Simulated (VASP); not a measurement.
Output of a VASP run:

OUTCAR:
```
 ion  position               nearest neighbor table
   1  0.667  0.333  0.500-   4 2.17   4 2.17   4 2.17   3 2.18   2 3.53   2 3.53   2 3.53   2 3.53
                             2 3.53   2 3.53
   2  0.333  0.667  0.000-   3 2.17   3 2.17   3 2.17   4 2.18   1 3.53   1 3.53   1 3.53   1 3.53
                             1 3.53   1 3.53
   3  0.667  0.333  0.880-   2 2.17   2 2.17   2 2.17   1 2.18
   4  0.333  0.667  0.380-   1 2.17   1 2.17   1 2.17   2 2.18
  LATTYP: Found a hexagonal cell.
 ALAT       =     3.5587860000
 C/A-ratio  =     1.6145238854
 Subroutine PRICEL returns:
 Original cell was already a primitive cell.
 Subroutine GETGRP returns: Found 12 space group operations
The static configuration has the point symmetry C_3v.
 The point group associated with its full space group is C_6v.
The dynamic configuration has the point symmetry C_3v.
 Subroutine INISYM returns: Found 12 space group operations
 Subroutine IBZKPT returns following result:
 Found     24 irreducible k-points:

 Following reciprocal coordinates:
            Coordinates               Weight
  0.000000  0.000000  0.000000      1.000000
  0.142857  0.000000  0.000000      6.000000
  0.285714  0.000000  0.000000      6.000000
  0.428571 -0.000000  0.000000      6.000000
  0.142857  0.142857  0.000000      6.000000
  0.285714  0.142857  0.000000     12.000000
  0.428571  0.142857  0.000000      6.000000
  0.285714  0.285714  0.000000      6.000000
  0.000000  0.000000  0.250000      2.000000
  0.142857  0.000000  0.250000     12.000000
  0.285714  0.000000  0.250000     12.000000
  0.428571 -0.000000  0.250000     12.000000
  0.142857  0.142857  0.250000     12.000000
  0.285714  0.142857  0.250000     24.000000
  0.428571  0.142857  0.250000     12.000000
  0.285714  0.285714  0.250000     12.000000
  0.000000  0.000000  0.500000      1.000000
  0.142857  0.000000  0.500000      6.000000
  0.285714  0.000000  0.500000      6.000000
  0.428571 -0.000000  0.500000      6.000000
  0.142857  0.142857  0.500000      6.000000
  0.285714  0.142857  0.500000     12.000000
  0.428571  0.142857  0.500000      6.000000
  0.285714  0.285714  0.500000      6.000000
   k-points           NKPTS =     24   k-points in BZ     NKDIM =     24   number of bands    NBANDS=     22
   number of dos      NEDOS =    301   number of ions     NIONS =      4
   total plane-waves  NPLWV =  23040
   dimension x,y,z NGX =    24 NGY =   24 NGZ =   40
   dimension x,y,z NGXF=    48 NGYF=   48 NGZF=   80
   ions per type =               2   2
   PREC   = accura    normal or accurate (medium, high low for compatibility)
   ISTART =      0    job   : 0-new  1-cont  2-samecut
   ICHARG =      2    charge: 1-file 2-atom 10-const
   ISPIN  =      1    spin polarized calculation?
   LNONCOLLINEAR =      F non collinear calculations
   LSORBIT =      F    spin-orbit coupling
   INIWAV =      1    electr: 0-lowe 1-rand  2-diag
   ENCUT  =  400.0 eV  29.40 Ry    5.42 a.u.   5.80  5.80  9.37*2*pi/ulx,y,z
   NELM   =    100;   NELMIN=  2; NELMDL= -5     # of ELM steps
   EDIFF  = 0.1E-05   stopping-criterion for ELM
   LREAL  =      F    real-space projection
   NLSPLINE    = F    spline interpolate recip. space projectors
   LMAXMIX     =    4 max onsite mixed and CHGCAR
   VOSKOWN=      0    Vosko Wilk Nusair interpolation
   EDIFFG = 0.1E-04   stopping-criterion for IOM
   NSW    =      0    number of steps for IOM
   NBLOCK =      1;   KBLOCK =      1    inner block; outer block
   IBRION =     -1    ionic relax: 0-MD 1-quasi-New 2-CG
   NFREE  =      0    steps in history (QN), initial steepest desc. (CG)
   ISIF   =      2    stress and relaxation
   ISYM   =      2    0-nonsym 1-usesym 2-fastsym
   TEIN   =    0.0    initial temperature
   TEBEG  =    0.0;   TEEND  =   0.0 temperature during run
   SMASS  =  -3.00    Nose mass-parameter (am)
   PSTRESS=    0.0 pullay stress
   NELECT =      36.0000    total number of electrons
   EFERMI =   0.00;   METHOD = LEGACY
   ISMEAR =    -1;   SIGMA  =   0.10  broadening in eV -4-tet -1-fermi 0-gaus
...
```

**OSZICAR**
```
       N       E                     dE             d eps       ncg     rms          rms(c)
DAV:   1     0.316537723954E+03    0.31654E+03   -0.15734E+04  1056   0.192E+03
DAV:   2     0.114093345962E+02   -0.30513E+03   -0.29695E+03  1134   0.438E+02
DAV:   3    -0.278140990463E+02   -0.39223E+02   -0.38584E+02  1406   0.173E+02
DAV:   4    -0.289913587650E+02   -0.11773E+01   -0.11719E+01  1262   0.324E+01
DAV:   5    -0.290342404030E+02   -0.42882E-01   -0.42877E-01  1476   0.533E+00    0.140E+01
DAV:   6    -0.247412722712E+02    0.42930E+01   -0.20176E+01  1850   0.597E+01    0.115E+01
DAV:   7    -0.247709573582E+02   -0.29685E-01   -0.20629E+00  1188   0.118E+01    0.333E+00
DAV:   8    -0.247169893862E+02    0.53968E-01   -0.26776E-01  1628   0.503E+00    0.170E+00
DAV:   9    -0.246959259547E+02    0.21063E-01   -0.59233E-02  1724   0.350E+00    0.502E-01
DAV:  10    -0.246925667623E+02    0.33592E-02   -0.15762E-02  1754   0.165E+00    0.104E-01
DAV:  11    -0.246928750071E+02   -0.30824E-03   -0.26362E-03  1182   0.343E-01    0.148E-01
DAV:  12    -0.246927805146E+02    0.94492E-04   -0.16205E-04  1646   0.144E-01    0.478E-02
DAV:  13    -0.246927560666E+02    0.24448E-04   -0.13643E-04  1792   0.106E-01    0.206E-02
DAV:  14    -0.246927563448E+02   -0.27818E-06   -0.97375E-06  1450   0.321E-02
   1 F= -.24692756E+02 E0= -.24690631E+02  d E =-.425166E-02
```

### OUTCAR
```
------------------------ aborting loop because EDIFF is reached ----------------------------------------
  FORCE on cell =-STRESS in cart. coord.  units (eV):
  Direction    XX          YY          ZZ          XY          YZ          ZX
  --------------------------------------------------------------------------------------
  Total       -3.1480230     -3.1480228     -3.0563602      0.0000000      0.0000000      0.0000000
  in kB      -80.0327541    -80.0327498    -77.7023948      0.0000000      0.0000000      0.0000000
  external PRESSURE =     -79.2559662 kB  Pullay stress =       0.0000000 kB
  volume of cell :       63.02
      direct lattice vectors                 reciprocal lattice vectors
     3.558786000  0.000000000  0.000000000     0.280994699  0.162232369  0.000000000
    -1.779393000  3.081999000  0.000000000     0.000000000  0.324464739  0.000000000
     0.000000000  0.000000000  5.745745000     0.000000000  0.000000000  0.174041834
 POSITION                                       TOTAL-FORCE (eV/Angst)
 -----------------------------------------------------------------------------------
      1.77939      1.02733      2.87563         0.000000      0.000000      0.007645
     -0.00000      2.05467      0.00276         0.000000     -0.000000      0.007645
      1.77939      1.02733      5.05350        -0.000000     -0.000000     -0.007645
     -0.00000      2.05467      2.18063        -0.000000      0.000000     -0.007645
 -----------------------------------------------------------------------------------
    total drift:                               -0.001334      0.000770     -0.000108
  FREE ENERGIE OF THE ION-ELECTRON SYSTEM (eV)
  ---------------------------------------------------
  free  energy   TOTEN  =       -24.6927563448 eV

  energy  without entropy=      -24.6885046815  energy(sigma->0) =      -24.69063051
```
(Selected blocks of OUTCAR.)

File POSCAR:
```
InN
1
    3.5587860000     0.0000000000     0.0000000000
   -1.7793930000     3.0819990000     0.0000000000
    0.0000000000     0.0000000000     5.7457450000
In N
2 2
Direct
  0.6666670000   0.3333330000   0.5004800000
  0.3333330000   0.6666670000   0.0004800000
  0.6666670000   0.3333330000   0.8795200000
  0.3333330000   0.6666670000   0.3795200000
```

Q: Write an INCAR and KPOINTS that could have produced this output.

A: Several could match; the one computed here: the input of the run itself, LDA (Ceperley-Alder, Perdew-Zunger), plane waves, VASP's LDA PAW potentials (set 64).

INCAR:
```
ENCUT  =  400
LREAL  =  .FALSE.
NELM  =  100
EDIFF  =  1E-6   # SCF stop (eV)
ALGO  =  Normal   # blocked Davidson
SIGMA  =  0.1   # width (eV)
LMAXMIX  =  4
LWAVE  =  .FALSE.
LCHARG  =  .FALSE.
SYSTEM  =  InN
PREC  =  Accurate
ISMEAR  =  -1
ISIF  =  2
LASPH  =  .TRUE.   # aspherical one-centre terms
```

**KPOINTS**
```
Automatic mesh
0
Gamma
7 7 4
0 0 0
```

POTCAR, in this order: In_d N (LDA.64 set). Program: vasp_std.

At this cut-off the stress carries a Pulay error, which pulls relaxed volumes low.

The structure comes from a computed database's InN entry; how it stands against other phases isn't given here. The cell was not relaxed at this level. The run is one of a series of settings (GGA removed, POTCAR In_d N (LDA.64 set) against the base run), some of them coarse on purpose.
